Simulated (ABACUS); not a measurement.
C: equation of state with PBE

C, a slab with vacuum:

```
C
1.0
     2.45617    0.00000    0.00000
    -1.22809    2.12711    0.00000
     0.00000    0.00000    8.52380
C
2
Direct
  0.66667 0.33333 0.00000
  0.33333 0.66667 0.00000
```

```json
{"Program": "ABACUS 3.10.1", "Task": "equation of state", "Functional": "PBE", "Potentials or basis": "PseudoDojo NC SR 0.4.1 PBE standard", "Cutoff": "1116 eV", "Density cutoff": "4463 eV", "Basis": "plane waves", "k mesh": "12 × 12 × 3", "Occupations": "fermi-dirac, width 0.05 eV", "Spin": "no spin polarisation", "Radial cutoff of the potentials (pseudo_rcut)": "10 bohr", "SCF threshold on the density": "1e-08", "Max SCF steps": "100", "Eigensolver": "dav", "Mixing": "broyden", "Mixing share": "0.7", "Symmetry key": "1", "Bands": "8"}
```

| Property | Result |
| --- | --- |
| Equilibrium volume | 22.55 Å³/atom |
| Bulk modulus at fixed shape and positions | 108 GPa |
| Pressure derivative of the bulk modulus | 3.6 |

Energy against volume, from the lowest point:
| volume (Å³/atom) | energy (meV/atom) |
| --- | --- |
| 20.930 | 43.38 |
| 21.376 | 21.91 |
| 21.821 | 7.95 |
| 22.266 | 0.85 |
| 22.712 | 0.00 |
| 23.157 | 4.86 |
| 23.602 | 14.96 |

All runs of the series together: 73 s on 4 threads of Intel(R) Xeon(R) Platinum 8375C CPU @ 2.90GHz (Ice Lake) (shared host).

Caveat: the cell was scaled at fixed shape and fractional positions, which overstates the stiffness of a crystal with free parameters, most of all of layers and chains.
